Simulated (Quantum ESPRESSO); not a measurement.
Si2Mo, 9 atoms in the cell. It takes space group P6_222 (No. 180, hexagonal). The conventional cell has a = 4.585 Å, b = 4.585 Å, c = 6.580 Å, α = 90.00°, β = 90.00°, γ = 120.00°. Mo (site symmetry 222) is surrounded by 10 Si at 2.57 to 2.67 Å. Si (site symmetry 2) is surrounded by 5 Si at 2.55 to 2.67 Å and 5 Mo at 2.57 to 2.67 Å. Measurements of this composition are mostly on another form, of space group No. 139.

| Quantity | Value |
| --- | --- |
| Program | Quantum ESPRESSO 7.5 |
| Task | single point |
| Functional | PBE |
| Potentials or basis | SSSP 1.3 efficiency PBE |
| Cutoff | 816 eV |
| Density cutoff | 5987 eV |
| k mesh | 7 × 7 × 4 |
| Occupations | fermi-dirac, width 0.05 eV |
| Spin | no spin polarisation |
| Mixing beta | 0.5 |
| Most SCF iterations | 120 |
| SCF threshold | 1.8e-09 Ry |

Potentials or basis: SSSP 1.3 efficiency PBE.

Launch:

```bash
$ OMP_NUM_THREADS=1 python run.py
```

Hardware: 1 thread of Arm Neoverse V1, on a shared host.

Q: Estimate the wall time of this run.

A: Wall time 3.9 min on 1 thread of Arm Neoverse V1, on a shared host, peak memory 0.59 GiB. Counts: scf iterations 11, k pools 1, bands 44, k points 24, g dense 125873.
